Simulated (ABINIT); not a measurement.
# SnO (P4/nmm) in ABINIT: a series of runs

One crystal, SnO, is run at these levels: PBE, LDA-PZ, LDA, PBEsol; tasks: band structure.

Everything below comes from runs of ABINIT 10.8.3 (patched build). Logs are shortened: lines on timing, memory, paths and dates and some standing lists are left out, and cuts for length are marked. The log counts tension as positive stress, the text compression.

## Step 1: The structure

Symmetry: P4/nmm, No. 129, tetragonal system. The conventional cell has a = 3.814 Å, b = 3.814 Å, c = 4.887 Å, α = 90.00°, β = 90.00°, γ = 90.00°. Around Sn (site symmetry 4mm) lie 4 O at 2.23 Å. O (site symmetry -4m2) has 4 Sn at 2.23 Å as nearest neighbours.

The cell is a database's computed one.

## Step 2: Band structure, PBE

Input file run.abi:

```
# Datasets: ground state, then fixed potential
ndtset 2

# Pseudopotentials
pp_dirpath "./"
pseudos "Sn.GGA_PBE-JTH_sp.xml, O.GGA_PBE-JTH.xml"

# Structure
acell 3*1.0 Angstrom
rprim
     3.8136952200     0.0000000000     0.0000000000
     0.0000000000     3.8136952200     0.0000000000
     0.0000000000     0.0000000000     4.8869133000
ntypat 2
znucl 50 8
natom 4
typat 1 1 2 2
xcart
     1.9068476100     0.0000000000     3.7366616531
     0.0000000000     1.9068476100     1.1502516469
     0.0000000000     0.0000000000     0.0000000000
     1.9068476100     1.9068476100     0.0000000000 Angstrom

# Plane-wave basis
ecut 23.0
pawecutdg 45.0

# Exchange and correlation
ixc 11

# Bands and occupations
occopt 3
tsmear 0.05 eV

# SCF cycle
nstep 100

# Output
iomode 3
prtwf 0
prteig 0
prtebands 0
prtden1 1

# Dataset 1
kptopt1 1
ngkpt1 7 7 6
nshiftk1 1
shiftk1 0.0 0.0 0.0
nband1 14
tolvrs1 1.0e-9

# Dataset 2: bands along G-X-M-G-Z-R-A-Z
iscf2 -2
getden2 1
nband2 20
nbdbuf2 4
tolwfr2 1.0e-11
kptopt2 -7
ndivsm2 8
prteig2 1
kptbounds2
     0.0000000000     0.0000000000     0.0000000000
     0.0000000000     0.5000000000     0.0000000000
     0.5000000000     0.5000000000     0.0000000000
     0.0000000000     0.0000000000     0.0000000000
     0.0000000000     0.0000000000     0.5000000000
     0.0000000000     0.5000000000     0.5000000000
     0.5000000000     0.5000000000     0.5000000000
     0.0000000000     0.0000000000     0.5000000000
```

Potentials or basis: JTH PAW PBE v2.0 sp.

Run with:

```console
$ abinit run.abi > log 2>&1
```

run.abo:

```text
.Version 10.8.3 of ABINIT
 DATASET    1 : space group P4/n m m (#129); Bravais tP (primitive tetrag.)
================================================================================
 Values of the parameters that define the memory need for DATASET  1.
     intxc =       0    ionmov =       0      iscf =      17    lmnmax =      13
     lnmax =       5     mgfft =      40  mpssoang =       3    mqgrid =    3001
     natom =       4  nloc_mem =       2    nspden =       1   nspinor =       1
    nsppol =       1      nsym =      16    n1xccc =       1    ntypat =       2
    occopt =       3   xclevel =       2
       mpw =        2542          nfft =       40960          nkpt =          40
 PAW method is used; the additional fine FFT grid is defined by:
   mgfftf=        60    nfftf =    121500
================================================================================
================================================================================

 DATASET    2 : space group P4/n m m (#129); Bravais tP (primitive tetrag.)
================================================================================
 Values of the parameters that define the memory need for DATASET  2.
     intxc =       0    ionmov =       0      iscf =      -2    lmnmax =      13
     lnmax =       5     mgfft =      40  mpssoang =       3    mqgrid =    3001
     natom =       4  nloc_mem =       2    nspden =       1   nspinor =       1
    nsppol =       1      nsym =      16    n1xccc =       1    ntypat =       2
    occopt =       3   xclevel =       2
       mpw =        2548          nfft =       40960          nkpt =          77
 PAW method is used; the additional fine FFT grid is defined by:
   mgfftf=        60    nfftf =    121500
================================================================================
================================================================================

--------------------------------------------------------------------------------
------------- Echo of variables that govern the present computation ------------
--------------------------------------------------------------------------------
 -outvars: echo values of preprocessed input variables --------
            acell      1.8897261259E+00  1.8897261259E+00  1.8897261259E+00 Bohr
              amu      1.18710000E+02  1.59994000E+01
             ecut      2.30000000E+01 Hartree
           getden1          0
           getden2          1
             iscf1         17
             iscf2         -2
                       outvar_i_n : Printing only first  50 k-points.
              ixc          11
           jdtset        1    2
                       outvar_i_n : Printing only first  50 k-points.
           kptopt1          1
           kptopt2         -7
         kptrlatt        7    0    0      0    7    0      0    0    6
          kptrlen1     5.04478765E+01
          kptrlen2     3.00000000E+01
            natom           4
            nband1         14
            nband2         20
           nbdbuf1          0
           nbdbuf2          4
           ndtset           2
           ndivsm1          0
           ndivsm2          8
            ngfft          32      32      40
          ngfftdg          45      45      60
             nkpt1         40
             nkpt2         77
            nstep         100
             nsym          16
           ntypat           2
           occopt           3
        pawecutdg      4.50000000E+01 Hartree
         pawxcdev           0
        prtebands           0
           prteig1          0
           prteig2          1
            prtwf           0
            rprim      3.8136952200E+00  0.0000000000E+00  0.0000000000E+00
                       0.0000000000E+00  3.8136952200E+00  0.0000000000E+00
                       0.0000000000E+00  0.0000000000E+00  4.8869133000E+00
           shiftk1     0.00000000E+00  0.00000000E+00  0.00000000E+00
           shiftk2     5.00000000E-01  5.00000000E-01  5.00000000E-01
          spgroup         129
[... 286 lines left out ...]
 -2.6172E-02 -1.3567E-02 -1.3567E-02  1.0139E-01  1.7515E-01  2.5715E-01
  2.7613E-01  2.7613E-01  3.1028E-01  3.1028E-01  3.5328E-01  3.7086E-01
  4.9789E-01  5.4879E-01
 Non-SCF case, kpt    2 (  0.00000  0.05000  0.00000), residuals and eigenvalues=
  8.86E-12  9.85E-12  4.51E-12  1.72E-12  2.32E-12  4.52E-12  2.31E-12  5.71E-12
  2.40E-12  4.21E-12  2.59E-12  1.76E-12  8.04E-12  6.25E-12  1.38E-12  7.37E-12
[... 591 lines left out ...]
  8.13E-12  3.84E-12  8.62E-12  1.90E-12  4.73E-12  2.36E-12  6.31E-12  9.92E-12
  4.60E-12  4.60E-12  2.94E-07  8.66E-06
 -6.4008E-01 -5.6168E-01 -2.3301E-01 -1.2728E-01 -1.2472E-01 -3.2939E-02
 -3.0587E-02 -1.3232E-02  3.1673E-04  2.1947E-02  1.6379E-01  2.0235E-01
  2.1313E-01  2.5043E-01  3.9213E-01  3.9516E-01  3.9578E-01  4.1118E-01
  5.3353E-01  5.6514E-01
 Non-SCF case, kpt   77 (  0.00000  0.00000  0.50000), residuals and eigenvalues=
  8.78E-12  3.81E-12  7.06E-12  4.03E-12  5.37E-12  4.15E-12  5.78E-12  4.89E-12
  4.10E-12  2.99E-12  2.74E-12  1.72E-12  1.86E-12  2.54E-12  2.71E-12  5.40E-12
  4.89E-12  1.72E-12  3.49E-07  1.35E-05
 -6.4057E-01 -5.6123E-01 -2.3358E-01 -1.2613E-01 -1.2613E-01 -2.8821E-02
 -1.6700E-02 -1.4162E-02 -1.4162E-02  2.1664E-02  1.6144E-01  2.1336E-01
  2.1336E-01  2.3807E-01  3.8968E-01  3.9777E-01  3.9777E-01  4.0878E-01
  5.3460E-01  5.6581E-01

--- !ResultsGS
iteration_state: {dtset: 2, }
comment   : Summary of ground state results
lattice_vectors:
- [  7.2068395,   0.0000000,   0.0000000, ]
- [  0.0000000,   7.2068395,   0.0000000, ]
- [  0.0000000,   0.0000000,   9.2349277, ]
lattice_lengths: [   7.20684,    7.20684,    9.23493, ]
lattice_angles: [ 90.000,  90.000,  90.000, ] # degrees, (23, 13, 12)
lattice_volume:   4.7964862E+02
convergence: {deltae:  0.000E+00, res2:  0.000E+00, residm:  9.999E-12, diffor:  0.000E+00, }
etotal    :  -3.95265007E+01
entropy   :   0.00000000E+00
fermie    :   1.08413938E-01
cartesian_stress_tensor: null
pressure_GPa: null
xred      :
- [  5.0000E-01,   0.0000E+00,   7.6463E-01, Sn]
- [  0.0000E+00,   5.0000E-01,   2.3537E-01, Sn]
- [  0.0000E+00,   0.0000E+00,   0.0000E+00,  O]
- [  5.0000E-01,   5.0000E-01,   0.0000E+00,  O]
cartesian_forces: null
force_length_stats: {min: null, max: null, mean: null, }
...

 Integrated electronic density in atomic spheres:
 ------------------------------------------------
 Atom  Sphere_radius  Integrated_density
    1        2.70162          2.46732758
    2        2.70162          2.46732758
    3        1.41465          4.54921767
    4        1.41465          4.58213014

================================================================================

 ----iterations are completed or convergence reached----

 Mean square residual over all n,k,spin=   48.010E-13; max=  99.986E-13
 reduced coordinates (array xred) for    4 atoms
       0.500000000000      0.000000000000      0.764626140001
       0.000000000000      0.500000000000      0.235373859999
       0.000000000000      0.000000000000      0.000000000000
       0.500000000000      0.500000000000      0.000000000000

 cartesian coordinates (angstrom) at end:
    1      1.90684761000000     0.00000000000000     3.73666165310000
    2      0.00000000000000     1.90684761000000     1.15025164690000
    3      0.00000000000000     0.00000000000000     0.00000000000000
    4      1.90684761000000     1.90684761000000     0.00000000000000
 length scales=  1.889726125908  1.889726125908  1.889726125908 bohr
              =  1.000000000000  1.000000000000  1.000000000000 angstroms
 Eigenvalues (hartree) for nkpt=  77  k points:
 kpt#   1, nband= 20, wtk=  1.00000, kpt=  0.0000  0.0000  0.0000 (reduced coord)
  -0.64154   -0.56128   -0.18119   -0.14110   -0.12956   -0.12956   -0.02617   -0.01357
  -0.01357    0.10139    0.17515    0.25715    0.27613    0.27613    0.31028    0.31028
   0.35328    0.37086    0.49789    0.54879
 kpt#   2, nband= 20, wtk=  1.00000, kpt=  0.0000  0.0500  0.0000 (reduced coord)
  -0.64106   -0.56173   -0.18156   -0.14096   -0.12909   -0.12895   -0.02760   -0.01456
  -0.01443    0.10158    0.17812    0.25374    0.27281    0.27672    0.30755    0.31081
   0.35617    0.37856    0.50206    0.54681
 kpt#   3, nband= 20, wtk=  1.00000, kpt=  0.0000  0.1000  0.0000 (reduced coord)
  -0.63961   -0.56310   -0.18259   -0.14066   -0.12764   -0.12714   -0.03165   -0.01714
  -0.01698    0.10163    0.18644    0.24093    0.27230    0.27847    0.30037    0.31235
   0.35964    0.40013    0.51308    0.54115
 kpt#   4, nband= 20, wtk=  1.00000, kpt=  0.0000  0.1500  0.0000 (reduced coord)
  -0.63723   -0.56536   -0.18398   -0.14059   -0.12518   -0.12416   -0.03742   -0.02111
  -0.02064    0.10002    0.19868    0.22501    0.27688    0.28133    0.29094    0.31476
   0.36299    0.42817    0.52647    0.53268
 kpt#   5, nband= 20, wtk=  1.00000, kpt=  0.0000  0.2000  0.0000 (reduced coord)
[... 277 lines left out ...]
   0.02395    0.02460    0.17223    0.18120    0.21123    0.29131    0.37696    0.37941
   0.41178    0.42991    0.51860    0.56178
 kpt#  75, nband= 20, wtk=  1.00000, kpt=  0.0714  0.0714  0.5000 (reduced coord)
  -0.63862   -0.56302   -0.23136   -0.13051   -0.12053   -0.05175   -0.03506   -0.01118
   0.01381    0.02275    0.17061    0.18621    0.21243    0.27062    0.38784    0.38972
   0.39950    0.41830    0.52923    0.56276
 kpt#  76, nband= 20, wtk=  1.00000, kpt=  0.0357  0.0357  0.5000 (reduced coord)
  -0.64008   -0.56168   -0.23301   -0.12728   -0.12472   -0.03294   -0.03059   -0.01323
   0.00032    0.02195    0.16379    0.20235    0.21313    0.25043    0.39213    0.39516
   0.39578    0.41118    0.53353    0.56514
 kpt#  77, nband= 20, wtk=  1.00000, kpt=  0.0000  0.0000  0.5000 (reduced coord)
  -0.64057   -0.56123   -0.23358   -0.12613   -0.12613   -0.02882   -0.01670   -0.01416
  -0.01416    0.02166    0.16144    0.21336    0.21336    0.23807    0.38968    0.39777
   0.39777    0.40878    0.53460    0.56581

== END DATASET(S) ==============================================================
================================================================================

 -outvars: echo values of variables after computation  --------
            acell      1.8897261259E+00  1.8897261259E+00  1.8897261259E+00 Bohr
           etotal1    -3.9526500657E+01
            fcart1    -0.0000000000E+00  5.1309391538E-33 -9.6673323217E-03
                      -0.0000000000E+00  1.6932099208E-31  9.6673323217E-03
                      -0.0000000000E+00 -1.7958287038E-31 -0.0000000000E+00
                      -0.0000000000E+00  5.1309391538E-33 -0.0000000000E+00
            rprim      3.8136952200E+00  0.0000000000E+00  0.0000000000E+00
                       0.0000000000E+00  3.8136952200E+00  0.0000000000E+00
                       0.0000000000E+00  0.0000000000E+00  4.8869133000E+00
           strten1    -1.5342264240E-04 -1.5342264240E-04 -1.1335946454E-04
                       0.0000000000E+00  0.0000000000E+00  0.0000000000E+00
           xangst      1.9068476100E+00  0.0000000000E+00  3.7366616531E+00
                       0.0000000000E+00  1.9068476100E+00  1.1502516469E+00
                       0.0000000000E+00  0.0000000000E+00  0.0000000000E+00
                       1.9068476100E+00  1.9068476100E+00  0.0000000000E+00
             xred      5.0000000000E-01  0.0000000000E+00  7.6462614000E-01
                       0.0000000000E+00  5.0000000000E-01  2.3537386000E-01
                       0.0000000000E+00  0.0000000000E+00  0.0000000000E+00
                       5.0000000000E-01  5.0000000000E-01  0.0000000000E+00
 Calculation completed.
```

Run time: 97 s. Hardware: 1 thread of Intel Xeon at 2.70GHz, shared host; peak memory 0.18 GiB.

What came out:

```
Free energy                                           : -1075.5709 eV
Pressure                                              : 4.1 GPa
Largest force                                         : 0.497 eV/Å
Band gap on the k mesh                                : 0.38 eV, indirect (least direct gap 2.00 eV)
Band gap along the path                               : 0.14 eV, indirect (least direct gap 1.96 eV)
Valence electrons inside the program's atomic spheres : Sn 2.47; O 4.55, 4.58
```

Forces in eV/Å, atoms in the order of the input:
```
Sn   0.000  0.000 -0.497
Sn   0.000  0.000  0.497
O    0.000  0.000  0.000
O    0.000  0.000  0.000
```

Stress tensor (GPa, compression positive):
```
4.51 0.00 0.00
0.00 4.51 0.00
0.00 0.00 3.34
```

Levels at the corners of the path, in eV from the valence-band top:
| point | band 7 | band 8 | band 9 | band 10 | band 11 | band 12 | band 13 | band 14 |
| --- | --- | --- | --- | --- | --- | --- | --- | --- |
| Γ | -3.48 | -3.14 | -3.14 | -0.01 | 2.00 | 4.23 | 4.74 | 4.74 |
| X | -4.86 | -4.86 | -2.66 | -2.66 | 3.14 | 3.14 | 5.92 | 5.92 |
| M | -2.46 | -2.46 | -1.86 | -1.86 | 0.14 | 0.14 | 4.45 | 4.45 |
| Γ | -3.48 | -3.14 | -3.14 | -0.01 | 2.00 | 4.23 | 4.74 | 4.74 |
| Z | -3.22 | -3.16 | -3.16 | -2.18 | 1.62 | 3.04 | 3.04 | 3.71 |
| R | -4.82 | -4.82 | -1.70 | -1.70 | 2.55 | 2.55 | 5.45 | 5.45 |
| A | -2.64 | -2.64 | -2.46 | -2.46 | 2.40 | 2.40 | 3.95 | 3.95 |
| Z | -3.22 | -3.16 | -3.16 | -2.18 | 1.62 | 3.04 | 3.04 | 3.71 |

Caveat: spin-orbit coupling is left out, which moves the levels of the heavy elements; this set keeps more shells in the core, which shifts pressures and gaps; the mesh misses the band edges, which the band path finds closer together.

## Step 3: Band structure, LDA-PZ

Input file run.abi:

```
ndtset 2

pp_dirpath "./"
pseudos "Sn.LDA_PW-JTH.xml, O.LDA_PW-JTH.xml"

acell 3*1.0
rprim
     7.2068394886     0.0000000000     0.0000000000
     0.0000000000     7.2068394886     0.0000000000
     0.0000000000     0.0000000000     9.2349277318
ntypat 2
znucl 50 8
natom 4
typat 1 1 2 2
xred
     0.5000000000     0.0000000000     0.7646261400
     0.0000000000     0.5000000000     0.2353738600
     0.0000000000     0.0000000000     0.0000000000
     0.5000000000     0.5000000000     0.0000000000

ecut 23.0
pawecutdg 45.0

ixc 2

occopt 3
tsmear 0.05 eV

nstep 100

iomode 3
prtwf 0
prteig 0
prtebands 0
enunit 1
prtden1 1
prtvha1 1
prtvclmb1 1
prtpot1 1

kptopt1 1
ngkpt1 7 7 6
nshiftk1 1
shiftk1 0.0 0.0 0.0
nband1 24
tolvrs1 1.0e-9

iscf2 -2
getden2 1
nband2 30
nbdbuf2 4
tolwfr2 1.0e-11
kptopt2 -7
ndivsm2 5
prteig2 1
prtvol2 -3
kptbounds2
     0.0000000000     0.0000000000     0.0000000000
     0.0000000000     0.5000000000     0.0000000000
     0.5000000000     0.5000000000     0.0000000000
     0.0000000000     0.0000000000     0.0000000000
     0.0000000000     0.0000000000     0.5000000000
     0.0000000000     0.5000000000     0.5000000000
     0.5000000000     0.5000000000     0.5000000000
     0.0000000000     0.0000000000     0.5000000000
```

Potentials or basis: JTH PAW LDA v2.0.

Run with:

```console
$ abinit run.abi > log 2>&1
```

Run time: 2.7 min. Hardware: 1 thread of Intel Xeon Platinum 8488C (Sapphire Rapids), shared host; peak memory 0.15 GiB.

It converged, with:

| Property | Result |
| --- | --- |
| Free energy | -4682.0326 eV |
| Pressure | -3.7 GPa |
| Largest force | 0.233 eV/Å |
| Band gap on the k mesh | 0.47 eV, indirect (least direct gap 1.97 eV) |
| Band gap along the path | 0.22 eV, indirect (least direct gap 1.98 eV) |
| Valence electrons inside the program's atomic spheres | Sn 11.90; O 4.52, 4.55 |

Forces in eV/Å, atoms in the order of the input:
```
Sn   0.000  0.000  0.233
Sn   0.000  0.000 -0.233
O    0.000  0.000  0.000
O    0.000  0.000  0.000
```

Stress tensor (GPa, compression positive):
```
-3.89  0.00  0.00
 0.00 -3.89  0.00
 0.00  0.00 -3.20
```

Levels at the corners of the path, in eV from the valence-band top:
```tsv
point	band 16	band 17	band 18	band 19	band 20	band 21	band 22	band 23	band 24	band 25
Γ	-6.20	-3.36	-3.09	-3.09	-0.02	2.03	4.16	4.79	4.79	5.58
X	-4.93	-4.77	-4.77	-2.58	-2.58	3.12	3.12	5.85	5.85	5.92
M	-5.07	-2.41	-2.41	-1.83	-1.83	0.22	0.22	4.44	4.44	7.09
Γ	-6.20	-3.36	-3.09	-3.09	-0.02	2.03	4.16	4.79	4.79	5.58
Z	-3.42	-3.20	-3.11	-3.11	-2.10	1.53	3.03	3.03	3.70	7.81
R	-5.38	-4.73	-4.73	-1.65	-1.65	2.55	2.55	5.46	5.46	6.53
A	-5.50	-2.59	-2.59	-2.41	-2.41	2.48	2.48	3.94	3.94	5.54
Z	-3.42	-3.20	-3.11	-3.11	-2.10	1.53	3.03	3.03	3.70	7.81
```

Caveat: spin-orbit coupling is left out, which moves the levels of the heavy elements; the mesh misses the band edges, which the band path finds closer together.

## Step 4: Band structure, LDA

run.abi, as its differences from that of step 3:

```diff
@@ -3,3 +3,3 @@
 pp_dirpath "./"
-pseudos "Sn.LDA_PW-JTH.xml, O.LDA_PW-JTH.xml"
+pseudos "Sn.LDA_PW-JTH_sp.xml, O.LDA_PW-JTH.xml"
 
@@ -14,7 +14,7 @@
 typat 1 1 2 2
-xred
-     0.5000000000     0.0000000000     0.7646261400
-     0.0000000000     0.5000000000     0.2353738600
+xcart
+     1.9068476100     0.0000000000     3.7366616531
+     0.0000000000     1.9068476100     1.1502516469
      0.0000000000     0.0000000000     0.0000000000
-     0.5000000000     0.5000000000     0.0000000000
+     1.9068476100     1.9068476100     0.0000000000 Angstrom
 
@@ -23,3 +23,3 @@
 
-ixc 2
+ixc 7
 
@@ -36,5 +36,2 @@
 prtden1 1
-prtvha1 1
-prtvclmb1 1
-prtpot1 1
 
@@ -44,3 +41,3 @@
 shiftk1 0.0 0.0 0.0
-nband1 24
+nband1 14
 tolvrs1 1.0e-9
@@ -49,3 +46,3 @@
 getden2 1
-nband2 30
+nband2 20
 nbdbuf2 4
@@ -55,3 +52,2 @@
 prteig2 1
-prtvol2 -3
 kptbounds2
```

Potentials or basis: JTH PAW LDA v2.0 sp.

Run with:

```console
$ abinit run.abi > log 2>&1
```

Run time: 56 s. Hardware: 1 thread of Intel Xeon Platinum 8488C (Sapphire Rapids), shared host; peak memory 0.14 GiB.

The run converged. Its results:

- Free energy: -1079.9182 eV
- Pressure: -2.6 GPa
- Largest force: 0.087 eV/Å
- Band gap on the k mesh: 0.46 eV, indirect (least direct gap 1.92 eV)
- Band gap along the path: 0.21 eV, indirect (least direct gap 1.94 eV)
- Valence electrons inside the program's atomic spheres: Sn 2.50; O 4.52, 4.55

Forces on the atoms (eV/Å):
```
Sn   0.000  0.000  0.087
Sn   0.000  0.000 -0.087
O    0.000  0.000  0.000
O    0.000  0.000  0.000
```

Stress tensor (GPa, compression positive):
```
-2.72  0.00  0.00
 0.00 -2.72  0.00
 0.00  0.00 -2.50
```

Levels at the corners of the path, in eV from the valence-band top:
| point | band 8 | band 9 | band 10 | band 11 | band 12 | band 13 |
| --- | --- | --- | --- | --- | --- | --- |
| Γ | -3.05 | -3.05 | -0.02 | 1.99 | 4.13 | 4.80 |
| X | -4.79 | -2.57 | -2.57 | 3.12 | 3.12 | 5.88 |
| M | -2.36 | -1.80 | -1.80 | 0.21 | 0.21 | 4.42 |
| Γ | -3.05 | -3.05 | -0.02 | 1.99 | 4.13 | 4.80 |
| Z | -3.07 | -3.07 | -2.06 | 1.49 | 3.04 | 3.04 |
| R | -4.75 | -1.61 | -1.61 | 2.57 | 2.57 | 5.46 |
| A | -2.59 | -2.35 | -2.35 | 2.50 | 2.50 | 3.94 |
| Z | -3.07 | -3.07 | -2.06 | 1.49 | 3.04 | 3.04 |

Caveat: spin-orbit coupling is left out, which moves the levels of the heavy elements; this set keeps more shells in the core, which shifts pressures and gaps; the mesh misses the band edges, which the band path finds closer together.

(Part 1 of 2 ends here.)
